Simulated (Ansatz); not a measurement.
Crystal: Ir, bcc type, 1 atom in the cell.

These are results of PBE, plane waves, PAW datasets (generated soft set 1) (Ansatz 0.2.0 development build), not measurements.

Cutoff 420 eV; k-mesh 49×49×49 Γ-centred; Fermi–Dirac smearing of 0.0612 eV; no spin polarisation; no spin–orbit coupling.

The fit to the energies gives V₀ = 15.049 Å³/atom (a₀ = 3.111 Å), B₀ = 307 GPa, B₀′ = 5.07.

**Question.** What pressure does the program print at V = 14.168 Å³/atom, and how far above the lowest computed point (V = 15.072 Å³/atom) does the energy lie?

**Answer.** 21.57 GPa and 55.77 meV/atom. All points:

```json
{"V (Å³/atom)": "14.168", "a (Å)": "3.0487", "E − E(min) (meV/atom)": "55.77", "P (GPa)": "21.57"}
{"V (Å³/atom)": "14.469", "a (Å)": "3.0702", "E − E(min) (meV/atom)": "23.11", "P (GPa)": "13.32"}
{"V (Å³/atom)": "14.771", "a (Å)": "3.0913", "E − E(min) (meV/atom)": "5.07", "P (GPa)": "6.00"}
{"V (Å³/atom)": "15.072", "a (Å)": "3.1122", "E − E(min) (meV/atom)": "0.00", "P (GPa)": "-0.48"}
{"V (Å³/atom)": "15.374", "a (Å)": "3.1328", "E − E(min) (meV/atom)": "6.41", "P (GPa)": "-6.22"}
{"V (Å³/atom)": "15.675", "a (Å)": "3.1532", "E − E(min) (meV/atom)": "22.98", "P (GPa)": "-11.29"}
{"V (Å³/atom)": "15.977", "a (Å)": "3.1733", "E − E(min) (meV/atom)": "48.53", "P (GPa)": "-15.78"}
```

The published all-electron PBE values for this crystal (mean of FLEUR and WIEN2k, k-spacing 0.06 Å⁻¹; Bosoni et al., Nat. Rev. Phys. 6, 45 (2024)) are V₀ = 15.056 Å³/atom, B₀ = 306.7 GPa, B₀′ = 5.07.

The stress includes the program's correction for the finite plane-wave basis.

This cubic structure is a model: it isn't the usual form of the substance at ambient conditions, and such phases are metastable or hypothetical. Spin polarisation is left out, and a magnetic state may lie lower.
